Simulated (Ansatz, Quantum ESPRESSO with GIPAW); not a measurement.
# Assigning the 17O lines of SiO2

The values are calculated: DFT, PBEsol, plane-wave PAW (pslibrary 1.0.0 recipes), scalar-relativistic, GIPAW shieldings (Quantum ESPRESSO with GIPAW, a patched development version); field gradients by Ansatz. Shieldings are without the macroscopic shape term, which is common to all sites.

```cif
data_structure
_symmetry_space_group_name_H-M 'P 1'
_symmetry_Int_Tables_number 1
_cell_length_a 7.3154
_cell_length_b 7.3154
_cell_length_c 7.3154
_cell_angle_alpha 109.471
_cell_angle_beta 109.471
_cell_angle_gamma 109.471
_cell_volume 301.36
loop_
_atom_site_label
_atom_site_type_symbol
_atom_site_fract_x
_atom_site_fract_y
_atom_site_fract_z
_atom_site_occupancy
Si1 Si 0.00000 0.78163 0.50000 1
Si2 Si 0.21837 0.50000 0.00000 1
Si3 Si 0.00000 0.21837 0.50000 1
Si4 Si 0.78163 0.50000 0.00000 1
Si5 Si 0.71837 0.71837 0.71837 1
Si6 Si 0.50000 0.00000 0.21837 1
Si7 Si 0.28163 0.28163 0.28163 1
Si8 Si 0.50000 0.00000 0.78163 1
O9 O 0.56713 0.25000 0.81713 1
O10 O 0.00000 0.00000 0.50000 1
O11 O 0.00000 0.50000 0.00000 1
O12 O 0.25000 0.31713 0.06713 1
O13 O 0.50000 0.50000 0.50000 1
O14 O 0.93287 0.75000 0.68287 1
O15 O 0.18287 0.43287 0.75000 1
O16 O 0.31713 0.06713 0.25000 1
O17 O 0.43287 0.75000 0.18287 1
O18 O 0.25000 0.81713 0.56713 1
O19 O 0.50000 0.00000 0.00000 1
O20 O 0.06713 0.25000 0.31713 1
O21 O 0.75000 0.18287 0.43287 1
O22 O 0.81713 0.56713 0.25000 1
O23 O 0.75000 0.68287 0.93287 1
O24 O 0.68287 0.93287 0.75000 1
```

The cell is a computed entry of the Materials Project; it need not be the form that is stable at ambient conditions. The coordinates shown are those after relaxation (atoms relaxed).

The O sites:

| site | atom no. | atoms in cell | site symmetry | surroundings | bonds (Å) |
| --- | --- | --- | --- | --- | --- |
| O(1) | 9 | 12 | 2 | bridging Si-O-Si, 135° | 1.629 |
| O(2) | 10 | 4 | -3 | bridging Si-O-Si, 180° | 1.597 |

The lines to be assigned:

| line | σ_iso (ppm) | relative area | span (ppm) | skew | \|C_Q\| (MHz) | η_Q |
| --- | --- | --- | --- | --- | --- | --- |
| A | 201.7 | 3 | 68.4 | 1.00 | 5.79 | 0.33 |
| B | 197.9 | 1 | 78.3 | 1.00 | 6.25 | 0.00 |

Simulated spectrum: 17O fast MAS, 11.7 T (67.6 MHz), central transition to second order, lines broadened by 1.7 ppm; the axis counts ppm from the isotropic position of the most shielded site, as −Δσ; rigid lattice, with dipolar and J couplings and satellite transitions left out.

offset (ppm), intensity and a bar:
```
      4.4       0.00 
      0.0       0.00 
     -4.3       0.01 
     -8.7       0.35 ##########
    -12.7       0.42 #############
    -15.1       1.00 ##############################
    -17.1       0.78 #######################
    -21.4       0.72 #####################
    -25.4       0.81 ########################
    -27.8       1.00 ##############################
    -29.8       0.82 #########################
    -34.2       0.66 ####################
    -38.2       0.61 ##################
    -42.5       0.58 #################
    -46.9       0.57 #################
    -51.2       0.58 #################
    -55.3       0.61 ##################
    -59.6       0.70 #####################
    -63.0       0.98 ##############################
    -64.0       0.88 ##########################
    -68.0       0.57 #################
    -72.3       0.54 ################
    -76.0       0.72 ######################
    -76.7       0.59 ##################
    -80.7       0.26 ########
    -85.1       0.10 ###
    -89.4       0.09 ###
    -93.8       0.09 ###
    -97.8       0.08 ##
   -102.2       0.08 ##
   -106.5       0.08 ##
   -110.5       0.07 ##
   -114.9       0.02 #
   -119.3       0.02 #
   -123.3       0.02 
   -127.6       0.00 
   -132.0       0.00 
   -136.0       0.00
```

Most prominent maxima (ppm: height): -15.1: 1.00, -27.8: 1.00, -63.0: 0.98, -76.0: 0.72.

**Question.** Which site gives which line?

A: A is O(1) (bridging Si-O-Si, 135°); B is O(2) (bridging Si-O-Si, 180°). The areas settle A and B, whose multiplicities are unique. O(2) lies on an axis of order three or more, which demands η_Q = 0 and an axial or isotropic tensor.

[Banner, clock, file and message-heading lines were taken out of the pw.x and gipaw.x logs.]

[Logs are printed without paths, hosts, clocks, repeated set-up lines and the standing remarks that a program may print on its own settings, such as how far it seeks lower states.]

[Hosts, paths, dates, database ids (printed as entryN), source tags and the programs' standing remarks are cut or masked in the printed files.]
